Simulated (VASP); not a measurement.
# Ti in VASP: notebook, part 2 of 2

VASP 6.6.1. Earlier steps stand in the parts before.

**4. Single point, PBE**

File INCAR:

```
SYSTEM = Ti
PREC     = Accurate       ! precision mode
ENCUT    = 350            ! plane-wave cutoff, eV
EDIFF    = 1E-6           ! SCF threshold, eV
ISMEAR   = 0              ! smearing method
SIGMA    = 0.15           ! smearing width, eV
LREAL    = .False.        ! projectors in reciprocal space
LASPH    = .True.         ! aspherical terms in the spheres
NELM     = 100            ! most SCF steps
ALGO     = Normal         ! electronic algorithm
ISIF     = 2              ! what is computed and relaxed
LWAVE    = .False.        ! write WAVECAR
LCHARG   = .False.        ! write CHGCAR
GGA      = PE             ! functional
NBANDS   = 13             ! bands
ADDGRID  = .False.
```

File KPOINTS:

```
Automatic mesh
0
Gamma
  12 12 17
  0 0 0
```

File POSCAR:

```
Ti
1.0
    4.5673748306      0.0000000000      0.0000000000
   -2.2836874153      3.9554626319      0.0000000000
    0.0000000000      0.0000000000      2.8262442700
Ti
3
Direct
    0.6535550000      0.3369470000      0.4982190000
    0.3492570000      0.6782810000      0.5288300000
    0.0014220000     -0.0021490000     -0.0037100000
```

Potentials or basis: VASP PAW PBE potentials, release 64 (Ti).

Command:

```sh
> cat potpaw_PBE.64/Ti/POTCAR > POTCAR
> mpirun -np 1 vasp_std > vasp.out
```

OUTCAR:

```text
SYSTEM = Ti
   PREC = Accurate
   ENCUT = 350
   EDIFF = 1E-6
   ISMEAR = 0
   LREAL = .False.
   LASPH = .True.
   NELM = 100
   ISIF = 2
   GGA = PE

 Found   1226 irreducible k-points:

 Following reciprocal coordinates:
            Coordinates               Weight
  0.000000  0.000000  0.000000      1.000000
  0.083333  0.000000  0.000000      2.000000
  0.000000  0.083333  0.000000      2.000000
 -0.083333  0.083333  0.000000      2.000000
  0.166667  0.000000  0.000000      2.000000
  0.000000  0.166667  0.000000      2.000000
   k-points           NKPTS =   1226   k-points in BZ     NKDIM =   1226   number of bands    NBANDS=     13
   number of dos      NEDOS =    301   number of ions     NIONS =      3
   total plane-waves  NPLWV =  14112
   dimension x,y,z NGX =    28 NGY =   28 NGZ =   18
   dimension x,y,z NGXF=    56 NGYF=   56 NGZF=   36
   ions per type =               3
   NGX,Y,Z   is equivalent  to a cutoff of  10.19, 10.19, 10.59 a.u.
   NGXF,Y,Z  is equivalent  to a cutoff of  20.38, 20.38, 21.18 a.u.
 SYSTEM =  Ti
   PREC   = accura    normal or accurate (medium, high low for compatibility)
   ISTART =      0    job   : 0-new  1-cont  2-samecut
   ICHARG =      2    charge: 1-file 2-atom 10-const
   ISPIN  =      1    spin polarized calculation?
   LNONCOLLINEAR =      F non collinear calculations
   LSORBIT =      F    spin-orbit coupling
   LASPH  =      T    aspherical Exc in radial PAW
   ENCUT  =  350.0 eV  25.72 Ry    5.07 a.u.   6.97  6.97  4.31*2*pi/ulx,y,z
   NELM   =    100;   NELMIN=  2; NELMDL= -5     # of ELM steps
   EDIFF  = 0.1E-05   stopping-criterion for ELM
   LREAL  =      F    real-space projection
   EDIFFG = 0.1E-04   stopping-criterion for IOM
   NSW    =      0    number of steps for IOM
   IBRION =     -1    ionic relax: 0-MD 1-quasi-New 2-CG
   NFREE  =      0    steps in history (QN), initial steepest desc. (CG)
   ISIF   =      2    stress and relaxation
   ISYM   =      2    0-nonsym 1-usesym 2-fastsym
   POTIM  = 0.5000    time-step for ionic-motion
   TEBEG  =    0.0;   TEEND  =   0.0 temperature during run
   PSTRESS=    0.0 pullay stress
   NELECT =      12.0000    total number of electrons
   NUPDOWN=      -1.0000    fix difference up-down
   EMIN   =  10.00;   EMAX   =-10.00  energy-range for DOS
   EFERMI =   0.00;   METHOD = LEGACY
   ISMEAR =     0;   SIGMA  =   0.15  broadening in eV -4-tet -1-fermi 0-gaus
   EFERMI_NEDOS =   21; number of points for ismear=-14 and -15
   IALGO  =     38    algorithm
   IMIX   =      4    mixing-type and parameters
     AMIX     =   0.40;   BMIX     =  1.00
     AMIX_MAG =   1.60;   BMIX_MAG =  1.00
  volume/ion in A,a.u.               =      17.02       114.85
  Fermi-wavevector in a.u.,A,eV,Ry     =   1.010285  1.909162 13.887145  1.020676
  Thomas-Fermi vector in A             =   2.143265
   LORBIT       =      0    0 simple, 1 ext, 2 COOP (PROOUT), +10 PAW based schemes
   GGA     = PE    functional components
   LHFCALC =     F    Hartree Fock is set to
   AEXX    =    0.0000 exact exchange contribution
   IVDW    =     0    specifies the selected vdW correction
   LEPSILON=     F    determine dielectric tensor
   LRPA    =     F    only Hartree local field effects (RPA)
 non-spin polarized calculation
 Gauss-broadening in eV      SIGMA  =   0.15
  energy-cutoff  :      350.00
  volume of cell :       51.06
 maximum number of plane-waves:       772
   NGX = 13   NGY = 13   NGZ =  9

 number of electron      12.0000001 magnetization

 Free energy of the ion-electron system (eV)
  ---------------------------------------------------
  ext. energy  EPLUGINS =         0.00000000
  ---------------------------------------------------
  free energy    TOTEN  =       -23.31197771 eV

  energy without entropy =      -23.27948388  energy(sigma->0) =      -23.29573080

 E-fermi :   3.0409     XC(G=0): -11.1501

 val. band max:        3.0408900788   @ k =   0.4167  -0.0833  -0.1176
 cond. band min:       3.0409805394   @ k =   0.3333   0.1667   0.0588
 fundamental gap:      0.0000904606
 Fermi energy:         3.0409118121

 k-point     1 :       0.0000    0.0000    0.0000
  band No.  band energies     occupation
      1      -2.9625      2.00000
      2       1.1143      2.00000
      3       2.3075      2.00000
      4       2.3957      2.00000
      5       2.4123      2.00000
      6       2.5013      2.00000
      7       3.0303      1.08005
      8       3.6904      0.00000
      9       4.3043      0.00000
     10       4.3309      0.00000
     11       4.7117      0.00000
     12       4.8404      0.00000
     13       4.9658      0.00000

 k-point     2 :       0.0833    0.0000    0.0000
  band No.  band energies     occupation
      1      -2.8815      2.00000
      2       1.1213      2.00000
      3       2.0574      2.00000
      4       2.2794      2.00000
      5       2.4784      2.00000
      6       2.6200      1.99993
      7       3.1186      0.46401
      8       3.7037      0.00000
      9       4.2659      0.00000
     10       4.3627      0.00000
     11       4.6062      0.00000
     12       4.7269      0.00000
     13       5.1151      0.00000

 k-point     3 :       0.0000    0.0833    0.0000
  band No.  band energies     occupation
      1      -2.8815      2.00000
      2       1.1190      2.00000
      3       2.0859      2.00000
      4       2.2666      2.00000
      5       2.3947      2.00000
      6       2.6515      1.99976
      7       3.1394      0.35302
      8       3.7093      0.00000
      9       4.2531      0.00000
     10       4.3889      0.00000
     11       4.5678      0.00000
     12       4.8122      0.00000
     13       5.0364      0.00000

 k-point     4 :      -0.0833    0.0833    0.0000
  band No.  band energies     occupation
      1      -2.8816      2.00000
      2       1.1179      2.00000
      3       2.1130      2.00000
      4       2.2411      2.00000
      5       2.3931      2.00000
      6       2.6375      1.99986
      7       3.1429      0.33619
      8       3.7193      0.00000
      9       4.2731      0.00000
     10       4.3706      0.00000
     11       4.5834      0.00000
     12       4.7620      0.00000
     13       5.0905      0.00000

 k-point     5 :       0.1667    0.0000    0.0000
  band No.  band energies     occupation
      1      -2.6424      2.00000
      2       1.1024      2.00000
      3       1.6673      2.00000
      4       2.2375      2.00000
      5       2.3114      2.00000
      6       2.9096      1.78414
      7       3.2306      0.07372
      8       3.7151      0.00000
      9       4.1096      0.00000
     10       4.4222      0.00000
     11       4.5034      0.00000
     12       4.6419      0.00000
     13       5.3554      0.00000

 k-point     6 :       0.0000    0.1667    0.0000
  band No.  band energies     occupation
      1      -2.6428      2.00000
      2       1.0832      2.00000
      3       1.7259      2.00000
      4       2.1710      2.00000
      5       2.2177      2.00000
      6       2.9163      1.76011
      7       3.2842      0.02181
      8       3.7301      0.00000
      9       4.1122      0.00000
     10       4.3909      0.00000
     11       4.5644      0.00000
     12       4.6790      0.00000
     13       5.2998      0.00000

 [... further k-points ...]
[... 5 lines left out ...]
  --------------------------------------------------------------------------------------
  -------------------------------------------------------------------------------------
  Total       -0.2513686     -0.3620452     -0.2044194      0.0740032      0.0434951      0.0249301
  in kB       -7.8876553    -11.3605612     -6.4144459      2.3221353      1.3648246      0.7822780
  external PRESSURE =      -8.5542208 kB  Pullay stress =       0.0000000 kB

 VOLUME and BASIS-vectors are now :
 -----------------------------------------------------------------------------
  energy-cutoff  :      350.00
  volume of cell :       51.06
      direct lattice vectors                 reciprocal lattice vectors
     4.567374831  0.000000000  0.000000000     0.218944150  0.126407464  0.000000000
    -2.283687415  3.955462632  0.000000000     0.000000000  0.252814928  0.000000000
     0.000000000  0.000000000  2.826244270     0.000000000  0.000000000  0.353826458

 POSITION                                       TOTAL-FORCE (eV/Angst)
 -----------------------------------------------------------------------------------
      2.21555      1.33278      1.40809         0.290581     -0.024876      0.004467
      0.04621      2.68292      1.49460        -0.258117     -0.052552     -0.264495
     -2.27228      3.94696      2.81576        -0.032464      0.077427      0.260028
 -----------------------------------------------------------------------------------
    total drift:                               -0.000060     -0.000045      0.000008

  FREE ENERGIE OF THE ION-ELECTRON SYSTEM (eV)
  ---------------------------------------------------
  free  energy   TOTEN  =       -23.3119777098 eV

  energy  without entropy=      -23.2794838831  energy(sigma->0) =      -23.29573080
```

Run time: 4.4 min. Hardware: 1 thread of Intel Xeon Platinum 8488C (Sapphire Rapids), shared host; peak memory 0.47 GiB.

These settings aren't checked as converged: the numbers below hold their error.

What came out:

```
Free energy            : -23.3120 eV
Pressure               : -0.9 GPa
Largest force          : 0.373 eV/Å
Band gap on the k mesh : none (metal or under the smearing width)
```

**5. For comparison**

An earlier run on the cell as given: functional PBEsol; potentials or basis VASP PAW PBE potentials, release 64 (Ti_sv); cutoff 520 eV; k mesh 7 × 7 × 9; occupations fermi-dirac, width 0.05 eV; no spin polarisation.

* Pressure: -3.9 GPa
* Band gap on the k mesh: none (metal or under the smearing width)
